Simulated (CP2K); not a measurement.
The system is TePb.

```
Pb Te
1.0
     4.00229    0.00000    0.00000
     0.00000    4.00229    0.00000
     0.00000    0.00000    4.00229
Pb Te
1 1
Direct
  0.00000 0.00000 0.00000
  0.50000 0.50000 0.50000
```

Measurements of this composition are mostly on another form, of space group No. 225.

* Program: CP2K 2026.2
* Task: single point
* Functional: PBE
* Potentials or basis: POTENTIAL_UZH Pb GTH-PBE-q4, Te GTH-PBE-q6; TZVP-MOLOPT-PBE-GTH basis
* Density cutoff: 6123 eV
* k mesh: 7 × 7 × 7
* Occupations: fermi-dirac, width 0.05 eV
* Spin: no spin polarisation

On this cell: pressure 0.7 GPa; largest force zero by symmetry; band gap on the k mesh none (metal or under the smearing width).

The same run follows on a disturbed copy (atoms moved at random, drawn with an rms of 0.05 Å):

```
Pb Te
1.0
     4.00229    0.00000    0.00000
     0.00000    4.00229    0.00000
     0.00000    0.00000    4.00229
Pb Te
1 1
Direct
  0.99039 0.00759 0.98972
  0.48334 0.49709 0.49934
```

Question: What does the disturbed cell give?

Answer: The energy (extrapolated to zero smearing) moves by -0.4 meV/atom; pressure 0.7 GPa; largest force 0.023 eV/Å; band gap on the k mesh none (metal or under the smearing width).

Forces on the atoms (eV/Å):
```
Pb   0.010  0.015 -0.014
Te  -0.010 -0.015  0.014
```

Caveats: the basis of atomic orbitals isn't converged, which shifts pressures, moduli and gaps.
